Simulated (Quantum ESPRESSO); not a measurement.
# Si (Im-3m) in Quantum ESPRESSO: reference runs

Aim: a first look at Si with PBE, on the cell as given and on a disturbed one.

All numbers are computed with Quantum ESPRESSO 7.5; they aren't measurements. Logs are shortened: lines on timing, memory, paths and dates and some standing lists are left out, and cuts for length are marked.

### 1 Starting point

Symmetry: Im-3m, No. 229, cubic system. Conventional cell: a = 6.672 Å, b = 6.672 Å, c = 6.672 Å, α = 90.00°, β = 90.00°, γ = 90.00°. Si (site symmetry -4m2) is surrounded by 4 Si at 2.36 Å.

This isn't the form of Si at room conditions, which is diamond.

### 2 Single point, PBE

pw.in

```
&CONTROL
  calculation = 'scf'
  prefix = 'pwscf'
  outdir = './tmp'
  pseudo_dir = './pseudo'
  tprnfor = .true.
  tstress = .true.
  disk_io = 'nowf'
/
&SYSTEM
  ibrav = 0
  nat = 6
  ntyp = 1
  ecutwfc = 55
  ecutrho = 440
  nbnd = 19
  occupations = 'smearing'
  smearing = 'fd'
  degauss = 0.00367493
/
&ELECTRONS
  conv_thr = 1.2d-09
  electron_maxstep = 120
  mixing_beta = 0.5
/
ATOMIC_SPECIES
Si    28.0850 Si.pbe-n-rrkjus_psl.1.0.0.UPF
CELL_PARAMETERS angstrom
  -3.3360831900    3.3360831900    3.3360831900
   3.3360831900   -3.3360831900    3.3360831900
   3.3360831900    3.3360831900   -3.3360831900
ATOMIC_POSITIONS crystal
Si     0.5000000000    0.7500000000    0.2500000000
Si     0.2500000000    0.7500000000    0.5000000000
Si     0.2500000000    0.5000000000    0.7500000000
Si     0.5000000000    0.2500000000    0.7500000000
Si     0.7500000000    0.5000000000    0.2500000000
Si     0.7500000000    0.2500000000    0.5000000000
K_POINTS automatic
6 6 6 0 0 0
```

Potentials or basis: SSSP 1.3 efficiency PBE.

Run with:

```bash
OMP_NUM_THREADS=1 pw.x -in pw.in > pw.out
```

pw.out:

```text
This program is part of the open-source Quantum ESPRESSO suite
     for quantum simulation of materials; please cite
         "P. Giannozzi et al., J. Phys.:Condens. Matter 21 395502 (2009);
         "P. Giannozzi et al., J. Phys.:Condens. Matter 29 465901 (2017);
         "P. Giannozzi et al., J. Chem. Phys. 152 154105 (2020);
     in publications or presentations arising from this work. More details at

     Message from routine setup:
     using ibrav=0 with symmetry is DISCOURAGED, use correct ibrav instead

     G-vector sticks info
     --------------------
     sticks:   dense  smooth     PW     G-vecs:    dense   smooth      PW
     Sum        3941    1963    619               156355    55145    9693

     Using Slab Decomposition

     bravais-lattice index     =            0
     lattice parameter (alat)  =      10.9193  a.u.
     unit-cell volume          =    1002.2296 (a.u.)^3
     number of atoms/cell      =            6
     number of atomic types    =            1
     number of electrons       =        24.00
     number of Kohn-Sham states=           19
     kinetic-energy cutoff     =      55.0000  Ry
     charge density cutoff     =     440.0000  Ry
     scf convergence threshold =      1.2E-09
     mixing beta               =       0.5000
     number of iterations used =            8  plain     mixing
     Exchange-correlation= PBE
                           (   1   4   3   4   0   0   0)

     celldm(1)=  10.919339  celldm(2)=   0.000000  celldm(3)=   0.000000
     celldm(4)=   0.000000  celldm(5)=   0.000000  celldm(6)=   0.000000

     crystal axes: (cart. coord. in units of alat)
               a(1) = (  -0.577350   0.577350   0.577350 )
               a(2) = (   0.577350  -0.577350   0.577350 )
               a(3) = (   0.577350   0.577350  -0.577350 )

     reciprocal axes: (cart. coord. in units 2 pi/alat)
               b(1) = ( -0.000000  0.866025  0.866025 )
               b(2) = (  0.866025 -0.000000  0.866025 )
               b(3) = (  0.866025  0.866025  0.000000 )

     PseudoPot. # 1 for Si read from file:
     Si.pbe-n-rrkjus_psl.1.0.0.UPF
     Pseudo is Ultrasoft + core correction, Zval =  4.0
     Generated using "atomic" code by A. Dal Corso  v.5.1
     Using radial grid of 1141 points,  6 beta functions with:
                l(1) =   0
                l(2) =   0
                l(3) =   1
                l(4) =   1
                l(5) =   2
                l(6) =   2
     Q(r) pseudized with 0 coefficients

     atomic species   valence    mass     pseudopotential
     Si                4.00    28.08500     Si( 1.00)

     48 Sym. Ops., with inversion, found

   Cartesian axes

     site n.     atom                  positions (alat units)
         1        Si     tau(   1) = (   0.2886751   0.0000000   0.5773503  )
         2        Si     tau(   2) = (   0.5773503   0.0000000   0.2886751  )
         3        Si     tau(   3) = (   0.5773503   0.2886751   0.0000000  )
         4        Si     tau(   4) = (   0.2886751   0.5773503   0.0000000  )
         5        Si     tau(   5) = (   0.0000000   0.2886751   0.5773503  )
         6        Si     tau(   6) = (   0.0000000   0.5773503   0.2886751  )

     number of k points=    16  Fermi-Dirac smearing, width (Ry)=  0.0037
                       cart. coord. in units 2pi/alat
        k(    1) = (   0.0000000   0.0000000   0.0000000), wk =   0.0092593
        k(    2) = (   0.1443376   0.1443376   0.0000000), wk =   0.1111111
        k(    3) = (   0.2886751   0.2886751   0.0000000), wk =   0.1111111
        k(    4) = (  -0.4330127  -0.4330127   0.0000000), wk =   0.0555556
        k(    5) = (   0.2886751   0.1443376   0.1443376), wk =   0.2222222
        k(    6) = (   0.4330127   0.2886751   0.1443376), wk =   0.4444444
        k(    7) = (   0.5773503   0.2886751   0.2886751), wk =   0.0740741
        k(    8) = (   0.2886751   0.2886751   0.2886751), wk =   0.0740741
        k(    9) = (   0.4330127   0.4330127   0.2886751), wk =   0.1111111
        k(   10) = (   0.0000000   0.0000000   0.2886751), wk =   0.0555556
        k(   11) = (  -0.0000000  -0.1443376   0.4330127), wk =   0.2222222
        k(   12) = (  -0.8660254  -0.2886751  -0.2886751), wk =   0.1111111
        k(   13) = (  -0.7216878  -0.1443376  -0.2886751), wk =   0.2222222
        k(   14) = (  -0.0000000  -0.0000000   0.5773503), wk =   0.0555556
        k(   15) = (  -0.8660254  -0.1443376  -0.1443376), wk =   0.1111111
        k(   16) = (  -0.8660254  -0.8660254  -0.8660254), wk =   0.0092593

     Dense  grid:   156355 G-vectors     FFT dimensions: (  75,  75,  75)

     Smooth grid:    55145 G-vectors     FFT dimensions: (  54,  54,  54)

     Initial potential from superposition of free atoms

     starting charge      23.9966, renormalised to      24.0000
     Starting wfcs are   24 randomized atomic wfcs

     Self-consistent Calculation

     iteration #  1     ecut=    55.00 Ry     beta= 0.50
     Davidson diagonalization with overlap
     ethr =  1.00E-02,  avg # of iterations =  3.6

     Threshold (ethr) on eigenvalues was too large:
     Diagonalizing with lowered threshold

     Davidson diagonalization with overlap
     ethr =  8.43E-04,  avg # of iterations =  1.1

     total energy              =     -68.41544445 Ry
     estimated scf accuracy    <       0.21878286 Ry

     iteration #  2     ecut=    55.00 Ry     beta= 0.50
     Davidson diagonalization with overlap
     ethr =  9.12E-04,  avg # of iterations =  1.4

     total energy              =     -68.41775488 Ry
     estimated scf accuracy    <       0.03163699 Ry

     iteration #  3     ecut=    55.00 Ry     beta= 0.50
     Davidson diagonalization with overlap
     ethr =  1.32E-04,  avg # of iterations =  7.2

     total energy              =     -68.42066913 Ry
     estimated scf accuracy    <       0.00122812 Ry

     iteration #  4     ecut=    55.00 Ry     beta= 0.50
     Davidson diagonalization with overlap
     c_bands:  1 eigenvalues not converged
     ethr =  5.12E-06,  avg # of iterations =  7.8

     total energy              =     -68.42093053 Ry
     estimated scf accuracy    <       0.00010761 Ry

     iteration #  5     ecut=    55.00 Ry     beta= 0.50
     Davidson diagonalization with overlap
     c_bands:  1 eigenvalues not converged
     ethr =  4.48E-07,  avg # of iterations =  6.4

     total energy              =     -68.42095494 Ry
     estimated scf accuracy    <       0.00001891 Ry

     iteration #  6     ecut=    55.00 Ry     beta= 0.50
     Davidson diagonalization with overlap
     ethr =  7.88E-08,  avg # of iterations =  1.7

     total energy              =     -68.42095546 Ry
     estimated scf accuracy    <       0.00000175 Ry

     iteration #  7     ecut=    55.00 Ry     beta= 0.50
     Davidson diagonalization with overlap
     ethr =  7.31E-09,  avg # of iterations =  2.8

     total energy              =     -68.42095603 Ry
     estimated scf accuracy    <       0.00000008 Ry

     iteration #  8     ecut=    55.00 Ry     beta= 0.50
     Davidson diagonalization with overlap
     ethr =  3.40E-10,  avg # of iterations =  3.8

     End of self-consistent calculation

          k = 0.0000 0.0000 0.0000 (  6819 PWs)   bands (ev):

    -7.4716  -2.9336  -2.9336  -2.7999  -2.7999  -2.7999   1.4470   1.4470
     1.4470   2.2290   2.2290   2.2290   6.3582   6.3582   6.3582   6.8562
     7.1949   7.1949  10.5965

          k = 0.1443 0.1443 0.0000 (  6881 PWs)   bands (ev):

    -7.3335  -4.0758  -3.4872  -2.8827  -2.0603  -1.6531   1.1212   1.2054
     1.7657   2.1028   2.3925   2.6866   5.5144   5.8319   6.5015   7.2214
     7.8827   8.4438   9.8045

          k = 0.2887 0.2887 0.0000 (  6885 PWs)   bands (ev):

    -6.9386  -5.1529  -3.8717  -3.0306  -1.1744  -0.5729   0.7721   0.8135
     1.5769   2.3976   2.5119   3.3287   5.2541   5.7992   6.9024   7.7317
     7.9684   8.1887   8.4632

          k =-0.4330-0.4330 0.0000 (  6890 PWs)   bands (ev):

    -6.5288  -5.7970  -4.0025  -3.0976  -0.6295   0.0893   0.4691   0.6466
     1.0932   2.2421   2.9980   3.6198   5.4858   6.6220   6.9849   7.1176
     7.2710   7.4058   7.9785

          k = 0.2887 0.1443 0.1443 (  6884 PWs)   bands (ev):

    -7.0646  -4.7949  -4.0915  -2.5512  -1.8210  -0.6446   0.5867   1.4462
     1.4785   2.2175   2.7905   2.8507   5.1597   6.0403   6.3248   7.9745
     8.2733   8.3551   8.8299

          k = 0.4330 0.2887 0.1443 (  6910 PWs)   bands (ev):

    -6.5812  -5.6101  -4.4384  -2.4876  -1.2632   0.1853   0.3988   0.8492
     1.4820   2.5215   2.6434   3.1676   5.5590   6.2999   6.7531   7.1735
     7.5387   7.8908   8.5368

          k = 0.5774 0.2887 0.2887 (  6905 PWs)   bands (ev):

    -6.0814  -6.0814  -4.7825  -1.7401  -1.7401  -0.0711   0.6094   1.1005
     2.0696   2.0696   2.7485   2.7485   5.9161   6.4063   6.4063   7.2983
     7.2983   8.2885   9.0350

          k = 0.2887 0.2887 0.2887 (  6900 PWs)   bands (ev):

    -6.6712  -5.1007  -5.1007  -1.7930  -0.7214  -0.7214   0.0412   1.5520
     1.5520   2.2441   2.4715   2.4715   6.2242   6.2242   6.2972   7.2034
     7.2034   9.1640   9.3204

          k = 0.4330 0.4330 0.2887 (  6904 PWs)   bands (ev):

    -6.1954  -5.7869  -5.2185  -1.4587  -0.5783  -0.1531  -0.0753   1.1602
     1.3203   2.1542   2.3858   2.5638   6.5496   6.5592   6.7309   6.7952
     7.4837   8.1230   8.4335

          k = 0.0000 0.0000 0.2887 (  6907 PWs)   bands (ev):

    -7.1997  -4.5680  -2.9791  -2.9714  -2.9714  -0.5517   1.2734   1.2976
     1.2976   1.6564   3.0564   3.0564   4.8059   6.6253   6.6253   7.3819
     7.4669   9.0475   9.0476

          k =-0.0000-0.1443 0.4330 (  6914 PWs)   bands (ev):

    -6.8185  -5.2976  -3.6674  -3.1285  -2.2573   0.3671   0.7011   1.1081
     1.4295   2.3032   3.2163   3.6065   4.7040   6.3863   6.7131   7.5514
     7.8876   7.9372   8.6302

          k =-0.8660-0.2887-0.2887 (  6902 PWs)   bands (ev):

    -6.4159  -5.8380  -3.8902  -3.1990  -1.8373  -0.1175   1.0004   1.3815
     1.5198   2.8049   2.8673   3.8544   5.1873   5.8841   6.2921   7.4739
     8.0715   8.0827   8.2403

          k =-0.7217-0.1443-0.2887 (  6905 PWs)   bands (ev):

    -6.3813  -5.7964  -4.0561  -2.8295  -2.4145  -0.3412   1.0600   1.8306
     2.0501   2.4491   3.4528   3.5662   5.0361   5.7702   6.0658   7.8272
     7.8909   8.3175   8.7429

          k =-0.0000-0.0000 0.5774 (  6907 PWs)   bands (ev):

    -6.4886  -5.6029  -3.2989  -3.2989  -3.1791  -0.4948   1.7966   1.7966
     2.1606   2.2285   4.0067   4.0067   4.4365   5.9463   5.9463   7.7895
     8.2500   8.2884   8.2884

          k =-0.8660-0.1443-0.1443 (  6890 PWs)   bands (ev):

    -6.1365  -5.9144  -3.6234  -3.3746  -2.9740  -0.9218   1.8522   2.0266
     2.5696   3.2820   3.8397   4.1803   4.8125   5.0905   5.3255   7.9262
     8.0105   8.3788   8.5008

          k =-0.8660-0.8660-0.8660 (  6986 PWs)   bands (ev):

    -5.9503  -5.9503  -3.4522  -3.4522  -3.4522  -1.2898   2.4807   2.4807
     2.4807   4.3190   4.3190   4.3190   4.6721   4.6721   4.6721   7.2751
     7.5453   7.9437   8.5746

     the Fermi energy is     4.3640 ev

!    total energy              =     -68.42095607 Ry
     estimated scf accuracy    <          2.2E-10 Ry
     smearing contrib. (-TS)   =      -0.00022039 Ry
     internal energy E=F+TS    =     -68.42073568 Ry

     The total energy is F=E-TS. E is the sum of the following terms:
     one-electron contribution =       1.64059123 Ry
     hartree contribution      =       8.53593901 Ry
     xc contribution           =     -36.85246584 Ry
     ewald contribution        =     -41.74480008 Ry

     convergence has been achieved in   8 iterations

     Forces acting on atoms (cartesian axes, Ry/au):

     atom    1 type  1   force =     0.00000000   -0.00000000    0.00000000
     atom    2 type  1   force =     0.00000000    0.00000000    0.00000000
     atom    3 type  1   force =     0.00000000    0.00000000   -0.00000000
     atom    4 type  1   force =    -0.00000000   -0.00000000   -0.00000000
     atom    5 type  1   force =    -0.00000000    0.00000000   -0.00000000
     atom    6 type  1   force =    -0.00000000   -0.00000000   -0.00000000

     Total force =     0.000000     Total SCF correction =     0.000000

     Computing stress (Cartesian axis) and pressure

          total   stress  (Ry/bohr**3)                   (kbar)     P=       19.27
   0.00013103   0.00000000   0.00000000           19.27        0.00        0.00
   0.00000000   0.00013103   0.00000000            0.00       19.27        0.00
  -0.00000000   0.00000000   0.00013103           -0.00        0.00       19.27

=------------------------------------------------------------------------------=
   JOB DONE.
=------------------------------------------------------------------------------=
```

Wall time 57 s (1 thread of Arm Neoverse V2, shared host); peak memory 0.62 GiB.

Results:

```yaml
Free_energy: -930.9145 eV
Pressure: 1.9 GPa
Band_gap_on_the_k_mesh: 0.12 eV, indirect (least direct gap 0.35 eV)
```

### 3 Single point, PBE (atoms moved at random, drawn with an rms of 0.05 Å)

Changes to pw.in since step 2:

```diff
@@ -32,8 +32,8 @@
 ATOMIC_POSITIONS crystal
-Si     0.5000000000    0.7500000000    0.2500000000
-Si     0.2500000000    0.7500000000    0.5000000000
-Si     0.2500000000    0.5000000000    0.7500000000
-Si     0.5000000000    0.2500000000    0.7500000000
-Si     0.7500000000    0.5000000000    0.2500000000
-Si     0.7500000000    0.2500000000    0.5000000000
+Si     0.5011050000    0.7516610000    0.2521510000
+Si     0.2455790000    0.7491610000    0.4946220000
+Si     0.2569390000    0.5059100000    0.7511720000
+Si     0.5009960000    0.2474460000    0.7432780000
+Si     0.7512140000    0.5048140000    0.2496510000
+Si     0.7514790000    0.2569920000    0.4986460000
 K_POINTS automatic
```

Potentials or basis: SSSP 1.3 efficiency PBE.

Run with:

```bash
OMP_NUM_THREADS=1 pw.x -in pw.in > pw.out
```

It took 6.3 min on 1 thread of Arm Neoverse V2, shared host; peak memory 0.8 GiB.

It converged, with:

| Item | Value |
| --- | --- |
| Free energy | -930.8915 eV |
| Pressure | 1.9 GPa |
| Largest force | 0.460 eV/Å |
| Band gap on the k mesh | none (metal or under the smearing width) |

Forces in eV/Å, atoms in the order of the input:
```
Si   0.059 -0.210  0.281
Si   0.046  0.219  0.120
Si  -0.020 -0.090 -0.212
Si   0.456  0.033 -0.050
Si  -0.261 -0.256 -0.124
Si  -0.280  0.303 -0.015
```

Stress tensor (GPa, compression positive):
```
 1.78 -0.33 -0.45
-0.33  1.82 -0.11
-0.45 -0.11  2.25
```

Levels at points of the mesh, in eV from the Fermi level:
| k point | band 8 | band 9 | band 10 | band 11 | band 12 | band 13 | band 14 | band 15 | band 16 | band 17 |
| --- | --- | --- | --- | --- | --- | --- | --- | --- | --- | --- |
| (0.00, 0.00, 0.00) | -2.92 | -2.88 | -2.16 | -2.13 | -2.11 | 1.91 | 2.00 | 2.05 | 2.49 | 2.81 |
| (0.00, 0.00, -0.50) | -3.73 | -3.23 | -2.11 | -1.38 | -0.76 | 1.10 | 2.28 | 2.58 | 2.81 | 2.94 |
| (-0.50, -0.50, -0.50) | -1.90 | -1.86 | -0.11 | -0.06 | 0.02 | 0.29 | 0.29 | 0.34 | 2.90 | 3.18 |
| (-0.50, 0.50, 0.00) | -3.70 | -3.31 | -2.09 | -1.40 | -0.75 | 1.08 | 2.26 | 2.62 | 2.72 | 2.93 |
| (0.00, -0.50, 0.50) | -3.72 | -3.29 | -2.13 | -1.36 | -0.73 | 1.12 | 2.24 | 2.63 | 2.72 | 2.88 |
| (0.50, 0.00, 0.00) | -3.73 | -3.27 | -2.14 | -1.36 | -0.73 | 1.13 | 2.24 | 2.60 | 2.72 | 2.94 |
| (-0.50, 0.00, 0.50) | -3.70 | -3.32 | -2.12 | -1.38 | -0.72 | 1.11 | 2.23 | 2.64 | 2.70 | 2.87 |
| (0.00, 0.50, 0.00) | -3.74 | -3.23 | -2.15 | -1.34 | -0.75 | 1.14 | 2.26 | 2.58 | 2.78 | 2.92 |
